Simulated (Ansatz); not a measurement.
SnTe in Ansatz: convergence with smearing width

Input of the first run (smearing width 0.3 eV); the others differ in this setting and in those tied to it:

input.yaml

```yaml
crystal:
  lattice:
    - [0.0, 3.611146, 3.611146]
    - [3.611146, 0.0, 3.611146]
    - [3.611146, 3.611146, 0.0]
  atoms:
    - { symbol: Te, position: [0.25, 0.25, 0.25] }
    - { symbol: Sn, position: [0.0, 0.0, 0.0] }
hamiltonian:
  xc: pbesol
  pseudopotentials: { kind: paw, source: jth, xc_functional: pbe }
kpoints:
  mp_grid: { grid: [6, 6, 6] }
scf:
  occupations: { method: methfessel_paxton, width: 0.3 }
output:
  forces: true
  stress: true
  eigenvalues: true
```

Potentials or basis: JTH PAW.

Run with:

```console
$ ansatz run input.yaml --threads 2 --pin off --max-ram 5632MiB --backend cpu --events-out ev --progress --plain --runs-dir out
```

Measurements of this composition are mostly on another form, of space group No. 225.

Hardware: 2 threads of Intel(R) Xeon(R) Platinum 8375C CPU @ 2.90GHz (Ice Lake) (shared host).

| smearing width | energy less the tightest run, at zero smearing (meV/atom) | SCF cycles | CPU time (s) | peak memory (GiB) |
| --- | --- | --- | --- | --- |
| 0.3 eV | 0.43 | 7 | 110 | 4.1 |
| 0.2 eV | 0.33 | 7 | 110 | 4.1 |
| 0.15 eV | 0.21 | 7 | 110 | 4.1 |
| 0.1 eV | 0.11 | 7 | 100 | 4.1 |
| 0.05 eV | 0.00 | 7 | 96 | 4.1 |
| 0.025 eV | 0.00 | 7 | 96 | 4.1 |
| 0.01 eV | 0.00 | 7 | 100 | 4.1 |
| 0.005 eV | 0.00 | 7 | 110 | 4.1 |

Against the tightest run, the energy stays within 1 meV/atom from 0.3 eV on. The tightest run that finished is the yardstick and may itself not be fully converged.

Caveat, for the tightest run too: spin-orbit coupling is left out, which moves the levels of the heavy elements.
